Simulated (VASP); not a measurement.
Input of a VASP 6.6.1 run:

Contents of run.py:

```python
from ase.calculators.vasp import Vasp
from ase.eos import EquationOfState
from ase.io import Trajectory
from ase.io import read
from ase.units import GPa

atoms = read('POSCAR')
calc = Vasp(
    directory='calc',
    xc='blyp',
    pp='PBE',
    setups='gw',
    prec='Accurate',
    encut=600,
    ediff=1e-07,
    ismear=-5,
    sigma=0.05,
    lreal=False,
    lasph=True,
    nelm=80,
    algo='Normal',
    isif=2,
    lwave=False,
    lcharg=False,
    kpts=[13, 13, 13],
    gamma=True,
)
atoms.calc = calc
cell = atoms.cell.copy()
volumes, energies = [], []
traj = Trajectory('eos.traj', 'w')
for x in [0.94, 0.96, 0.98, 1.0, 1.02, 1.04, 1.06]:
    atoms.set_cell(cell * x ** (1 / 3), scale_atoms=True)
    volumes.append(atoms.get_volume())
    energies.append(atoms.get_potential_energy())
    traj.write(atoms)
    print(f'{x:5.2f} {volumes[-1]:12.5f} {energies[-1]:14.6f}')

v0, e0, B = EquationOfState(volumes, energies, eos='birchmurnaghan').fit()
print(f'V0 = {v0:.4f} A^3, E0 = {e0:.6f} eV, B = {B / GPa:.2f} GPa')
```

File POSCAR:

```
Br
1.0
   -1.4484380000      1.4082790000      3.4913400000
    1.4242230000     -1.4841630000      3.5118990000
    1.4437600000      1.4794840000     -3.5215340000
Br
1
Direct
    0.0000000000      0.0000000000      0.0000000000
```

Potentials or basis: VASP PAW PBE potentials, release 64 (Br_GW).

Command:

```console
$ python run.py
```

Estimate the bulk modulus at fixed shape and positions.

26 GPa (rough).

Estimate the equilibrium volume.

32.08 Å³/atom (rough: see the caveat).

Energy against volume, from the lowest point:
| volume (Å³/atom) | energy (meV/atom) |
| --- | --- |
| 27.257 | 76.28 |
| 27.837 | 55.27 |
| 28.417 | 38.08 |
| 28.997 | 24.30 |
| 29.577 | 13.57 |
| 30.157 | 5.57 |
| 30.737 | 0.00 |

Caveat: the minimum lies outside the volumes run; the cell was scaled at fixed shape and fractional positions, which overstates the stiffness of a crystal with free parameters, most of all of layers and chains; the PAW data sets were made with another functional, which shifts forces and pressure a little.
